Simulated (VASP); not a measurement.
# CdSe (F-43m) in VASP: settings compared

The runs below take CdSe through relaxation of cell and atoms, with PBE, AM05, r2SCAN.

All numbers are computed with VASP 6.6.1; they aren't measurements. Logs are shortened: lines on timing, memory, paths and dates and some standing lists are left out, and cuts for length are marked.

## Step 1: The structure

Symmetry: F-43m, No. 216, cubic system. Conventional cell: a = 6.211 Å, b = 6.211 Å, c = 6.211 Å, α = 90.00°, β = 90.00°, γ = 90.00°. Cd (site symmetry -43m) has 4 Se at 2.69 Å as nearest neighbours. Se (site symmetry -43m) is surrounded by 4 Cd at 2.69 Å.

Measurements of this composition are mostly on another form, of space group No. 186.

## Step 2: Relaxation of cell and atoms, PBE

INCAR reads:

```
ALGO     = Normal         # electronic algorithm
EDIFF    = 1E-7           # SCF threshold, eV
EDIFFG   = -0.005         # ionic threshold
ENCUT    = 300            # plane-wave cutoff, eV
GGA      = PE             # functional
IBRION   = 2              # ionic algorithm
ISIF     = 3              # what is computed and relaxed
ISMEAR   = 0              # smearing method
LASPH    = T              # aspherical terms in the spheres
LCHARG   = F              # write CHGCAR
LREAL    = F              # projectors in reciprocal space
LWAVE    = F              # write WAVECAR
NELM     = 80             # most SCF steps
NSW      = 90             # ionic steps
PREC     = Accurate       # precision mode
SIGMA    = 0.03           # smearing width, eV
```

KPOINTS reads:

```
k-points
0
Gamma
  4 4 4
```

POSCAR reads:

```
CdSe                                    
1.0
    0.0000000000      3.1054870297      3.1054870297
    3.1054870297      0.0000000000      3.1054870297
    3.1054870297      3.1054870297      0.0000000000
  Cd              Se            
     1     1
Direct
     0.0000000000000000    0.0000000000000000    0.0000000000000000
     0.7500000000000000    0.7500000000000000    0.7500000000000000
```

Potentials or basis: VASP PAW PBE potentials, release 64 (Cd, Se).

Command:

```bash
> cat potpaw_PBE.64/Cd/POTCAR potpaw_PBE.64/Se/POTCAR > POTCAR
> mpirun -np 1 vasp_std > vasp.out
```

OUTCAR:

```text
EDIFF = 1E-7
   EDIFFG = -0.005
   ENCUT = 300
   GGA = PE
   IBRION = 2
   ISIF = 3
   ISMEAR = 0
   LASPH = T
   LREAL = F
   NELM = 80
   NSW = 90
   PREC = Accurate

 ion  position               nearest neighbor table
   1  0.000  0.000  0.000-   2 2.69   2 2.69   2 2.69   2 2.69
   2  0.750  0.750  0.750-   1 2.69   1 2.69   1 2.69   1 2.69

  LATTYP: Found a face centered cubic cell.
 ALAT       =     6.2109740594

  Lattice vectors:

 A1 = (   0.0000000000,   3.1054870297,   3.1054870297)
 A2 = (   3.1054870297,   0.0000000000,   3.1054870297)
 A3 = (   3.1054870297,   3.1054870297,   0.0000000000)

Analysis of symmetry for initial positions (statically):
=====================================================================
 Subroutine PRICEL returns:
 Original cell was already a primitive cell.

 Routine SETGRP: Setting up the symmetry group for a
 face centered cubic supercell.

 Subroutine GETGRP returns: Found 24 space group operations
 (whereof 24 operations were pure point group operations)
 out of a pool of 48 trial point group operations.

The static configuration has the point symmetry T_d .

Analysis of symmetry for dynamics (positions and initial velocities):
=====================================================================
 Subroutine PRICEL returns:
 Original cell was already a primitive cell.

 Routine SETGRP: Setting up the symmetry group for a
 face centered cubic supercell.

 Subroutine GETGRP returns: Found 24 space group operations
 (whereof 24 operations were pure point group operations)
 out of a pool of 48 trial point group operations.

The dynamic configuration has the point symmetry T_d .

 Subroutine INISYM returns: Found 24 space group operations
 (whereof 24 operations are pure point group operations),
 and found     1 'primitive' translations

----------------------------------------------------------------------------------------

                                     Primitive cell

  volume of cell :      59.8989

  direct lattice vectors                    reciprocal lattice vectors
     0.000000000  3.105487030  3.105487030    -0.161005342  0.161005342  0.161005342
     3.105487030  0.000000000  3.105487030     0.161005342 -0.161005342  0.161005342
     3.105487030  3.105487030  0.000000000     0.161005342  0.161005342 -0.161005342

  length of vectors
[... 134 lines left out ...]
     3.105487030  0.000000000  3.105487030     0.161005342 -0.161005342  0.161005342
     3.105487030  3.105487030  0.000000000     0.161005342  0.161005342 -0.161005342

 POSITION                                       TOTAL-FORCE (eV/Angst)
 -----------------------------------------------------------------------------------
      0.00000      0.00000      0.00000         0.000000      0.000000      0.000000
      4.65823      4.65823      4.65823        -0.000000     -0.000000     -0.000000
 -----------------------------------------------------------------------------------
    total drift:                                0.000001      0.000001      0.000001

  FREE ENERGIE OF THE ION-ELECTRON SYSTEM (eV)
  ---------------------------------------------------
  free  energy   TOTEN  =        -5.4510476693 eV

  energy  without entropy=       -5.4510476693  energy(sigma->0) =       -5.45104767

--------------------------------------- Ionic step        2  -------------------------------------------

 number of electron      17.9999996 magnetization

 Free energy of the ion-electron system (eV)
  ---------------------------------------------------
  ext. energy  EPLUGINS =         0.00000000
  ---------------------------------------------------
  free energy    TOTEN  =        -5.45106216 eV

  energy without entropy =       -5.45106216  energy(sigma->0) =       -5.45106216

 E-fermi :   0.6503     XC(G=0):  -8.5844

 val. band max:        0.4820906014   @ k =   0.0000   0.0000   0.0000
 cond. band min:       0.9347915636   @ k =   0.0000   0.0000   0.0000
 fundamental gap:      0.4527009623
 Fermi energy:         0.6503231932

 k-point     1 :       0.0000    0.0000    0.0000
  band No.  band energies     occupation
      1     -11.7680      2.00000
      2      -7.2684      2.00000
      3      -7.2684      2.00000
      4      -7.2684      2.00000
      5      -6.9601      2.00000
      6      -6.9601      2.00000
      7       0.4821      2.00000
      8       0.4821      2.00000
      9       0.4821      2.00000
     10       0.9348      0.00000
     11       6.3829      0.00000
     12       6.3829      0.00000
     13       6.3829      0.00000
[... 98 lines left out ...]
  band No.  band energies     occupation
      1     -11.3473      2.00000
      2      -7.1107      2.00000
      3      -7.1094      2.00000
      4      -6.9875      2.00000
      5      -6.9539      2.00000
      6      -6.5528      2.00000
      7      -3.2284      2.00000
      8      -1.5302      2.00000
      9      -1.4753      2.00000
     10       5.2214      0.00000
     11       5.6864      0.00000
     12       6.8061      0.00000
     13       8.0705      0.00000

------------------------ aborting loop because EDIFF is reached ----------------------------------------

  FORCE on cell =-STRESS in cart. coord.  units (eV):
  Direction    XX          YY          ZZ          XY          YZ          ZX
  --------------------------------------------------------------------------------------
  -------------------------------------------------------------------------------------
  Total       -0.0040975     -0.0040975     -0.0040975      0.0000000      0.0000000     -0.0000000
  in kB       -0.1094180     -0.1094180     -0.1094180      0.0000000      0.0000000     -0.0000000
  external PRESSURE =      -0.1094180 kB  Pullay stress =       0.0000000 kB

 VOLUME and BASIS-vectors are now :
 -----------------------------------------------------------------------------
  energy-cutoff  :      300.00
  volume of cell :       60.00
      direct lattice vectors                 reciprocal lattice vectors
     0.000000000  3.107218436  3.107218436    -0.160915626  0.160915626  0.160915626
     3.107218436  0.000000000  3.107218436     0.160915626 -0.160915626  0.160915626
     3.107218436  3.107218436  0.000000000     0.160915626  0.160915626 -0.160915626

 POSITION                                       TOTAL-FORCE (eV/Angst)
 -----------------------------------------------------------------------------------
      3.10722      3.10722      0.00000        -0.000000     -0.000000     -0.000000
      4.66083      4.66083      4.66083         0.000000      0.000000      0.000000
 -----------------------------------------------------------------------------------
    total drift:                                0.000001      0.000001      0.000001

  FREE ENERGIE OF THE ION-ELECTRON SYSTEM (eV)
  ---------------------------------------------------
  free  energy   TOTEN  =        -5.4510621556 eV

  energy  without entropy=       -5.4510621556  energy(sigma->0) =       -5.45106216

 reached required accuracy - stopping structural energy minimisation
```

CONTCAR:

```text
CdSe
   1.00000000000000
     0.0000000000000000    3.1072184355851582    3.1072184355851582
     3.1072184355851582    0.0000000000000000    3.1072184355851582
     3.1072184355851582    3.1072184355851582    0.0000000000000000
  Cd              Se
     1     1
Direct
     0.0000000000000000    0.0000000000000000    1.0000000000000000
     0.7500000000000000    0.7500000000000000    0.7500000000000000

  0.00000000E+00  0.00000000E+00  0.00000000E+00
  0.00000000E+00  0.00000000E+00  0.00000000E+00
```

Run time: 5.2 s. Hardware: 1 thread of AMD EPYC 9R45 (Zen 5), shared host; peak memory 0.12 GiB.

These settings aren't checked as converged: the numbers below hold their error.

Results:

| Quantity | Value |
| --- | --- |
| Free energy | -5.4511 eV |
| Relaxed volume | 30.00 Å³/atom |
| Relaxed cell | a = 4.394 Å, b = 4.394 Å, c = 4.394 Å, α = 60.00°, β = 60.00°, γ = 60.00° |
| Space group after relaxing (to 0.05 Å) | F-43m (No. 216) |
| Energy gained by relaxing | 0.0 meV/atom |
| Ionic steps | 2 |
| Band gap on the k mesh | 0.45 eV, direct |

Caveat: the k mesh is coarse (spacing up to 0.44 Å⁻¹), so the values aren't converged; the cutoff is under 1.25 times the usual one of these potentials, so pressure, stress and relaxed cells hold a basis-set (Pulay) error.

## Step 3: Relaxation of cell and atoms, AM05

This run uses another cell than the first one, of 28.94 Å³/atom, 0.966 times its volume.

INCAR reads:

```
SYSTEM = CdSe
  ALGO = Normal
  EDIFF = 1E-6
  EDIFFG = -0.01
  ENCUT = 600
  GGA = AM
  IBRION = 2
  ISIF = 3
  ISMEAR = 0
  LASPH = .True.
  LCHARG = .False.
  LREAL = .False.
  LWAVE = .False.
  NELM = 80
  NSW = 90
  PREC = Accurate
  SIGMA = 0.03
```

KPOINTS reads:

```
k-points
0
Gamma
  8 8 8
  0 0 0
```

POSCAR reads:

```
CdSe
1.0
    0.0000000000      3.0702711986      3.0702711986
    3.0702711986      0.0000000000      3.0702711986
    3.0702711986      3.0702711986      0.0000000000
Cd Se
1 1
Direct
    0.0000000000      0.0000000000      0.0000000000
    0.7500000000      0.7500000000      0.7500000000
```

Potentials or basis: VASP PAW PBE potentials, release 64 (Cd, Se).

Command:

```bash
> cat potpaw_PBE.64/Cd/POTCAR potpaw_PBE.64/Se/POTCAR > POTCAR
> mpirun -np 1 vasp_std > vasp.out
```

It took 36 s on 1 thread of AMD EPYC 9R45 (Zen 5), shared host; peak memory 0.2 GiB.

Results (log left out):

```
Free energy                            : -5.6993 eV
Relaxed volume                         : 28.58 Å³/atom
Relaxed cell                           : a = 4.324 Å, b = 4.324 Å, c = 4.324 Å, α = 60.00°, β = 60.00°, γ = 60.00°
Space group after relaxing (to 0.05 Å) : F-43m (No. 216)
Energy gained by relaxing              : 0.7 meV/atom
Ionic steps                            : 3
Pressure after relaxing                : 0.0 GPa
Band gap on the k mesh                 : 0.56 eV, direct
```

Step by step:
```tsv
step	energy change (eV)	largest force (eV/Å)	pressure (GPa)	volume (Å³)
1	0.0000	0.0000	-0.60	57.88
2	-0.0013	0.0000	0.16	56.98
3	-0.0014	0.0000	0.01	57.16
```

Final structure:
```yaml
crystal:
  lattice:
    - [0.00000, 3.05745, 3.05745]
    - [3.05745, 0.00000, 3.05745]
    - [3.05745, 3.05745, 0.00000]
  atoms:
    - { symbol: Cd, position: [0.00000, 0.00000, 0.00000] }
    - { symbol: Se, position: [0.75000, 0.75000, 0.75000] }
```

Levels at points of the mesh, in eV from the valence-band top:
| k point | band 7 | band 8 | band 9 | band 10 | band 11 | band 12 |
| --- | --- | --- | --- | --- | --- | --- |
| (0.00, 0.00, 0.00) | 0.00 | 0.00 | 0.00 | 0.56 | 5.90 | 5.90 |
| (0.50, 0.00, 0.00) | -4.32 | -0.73 | -0.73 | 2.35 | 6.42 | 6.42 |
| (0.50, 0.50, 0.00) | -4.04 | -1.81 | -1.81 | 3.19 | 3.72 | 9.07 |

Caveat: the PAW data sets were made with another functional, which shifts forces and pressure a little. A hybrid or GW would open this gap; AM05 tends to underestimate it.

## Step 4: Relaxation of cell and atoms, AM05

This run uses another cell than the first one, of 28.58 Å³/atom, 0.954 times its volume.

Edit INCAR of step 3 so:

```diff
@@ -2,4 +2,4 @@
   ALGO = Normal
-  EDIFF = 1E-6
-  EDIFFG = -0.01
+  EDIFF = 1E-7
+  EDIFFG = -0.005
   ENCUT = 600
```

KPOINTS is that of step 3.

POSCAR reads:

```
CdSe                                    
1.0
    0.0000000000      3.0574522167      3.0574522167
    3.0574522167      0.0000000000      3.0574522167
    3.0574522167      3.0574522167      0.0000000000
  Cd              Se            
     1     1
Direct
     0.0000000000000000    0.0000000000000000    0.0000000000000000
     0.7500000000000000    0.7500000000000000    0.7500000000000000
```

Command:

```bash
> cat potpaw_PBE.64/Cd/POTCAR potpaw_PBE.64/Se/POTCAR > POTCAR
> mpirun -np 1 vasp_std > vasp.out
```

Run time: 18 s. Hardware: 1 thread of AMD EPYC 9R45 (Zen 5), shared host; peak memory 0.18 GiB.

It converged, with:

| Quantity | Value |
| --- | --- |
| Free energy | -5.6990 eV |
| Pressure after relaxing | 0.0 GPa |
| Band gap on the k mesh | 0.56 eV, direct |

Final structure:
```yaml
crystal:
  lattice:
    - [0.00000, 3.05745, 3.05745]
    - [3.05745, 0.00000, 3.05745]
    - [3.05745, 3.05745, 0.00000]
  atoms:
    - { symbol: Cd, position: [0.00000, 0.00000, 0.00000] }
    - { symbol: Se, position: [0.75000, 0.75000, 0.75000] }
```

Levels at points of the mesh, in eV from the valence-band top:
```csv
k point,band 5,band 6,band 7,band 8,band 9,band 10,band 11,band 12,band 13
"(0.00, 0.00, 0.00)",-7.52,-7.52,0.00,0.00,0.00,0.56,5.90,5.90,5.90
"(0.50, 0.00, 0.00)",-7.50,-7.23,-4.32,-0.73,-0.73,2.35,6.42,6.42,7.41
"(0.50, 0.50, 0.00)",-7.46,-7.17,-4.04,-1.81,-1.81,3.19,3.72,9.07,10.10
```

Caveat: the relaxation stopped at its first step, so nothing moved; the PAW data sets were made with another functional, which shifts forces and pressure a little.

(Continued in part 2 of 2.)
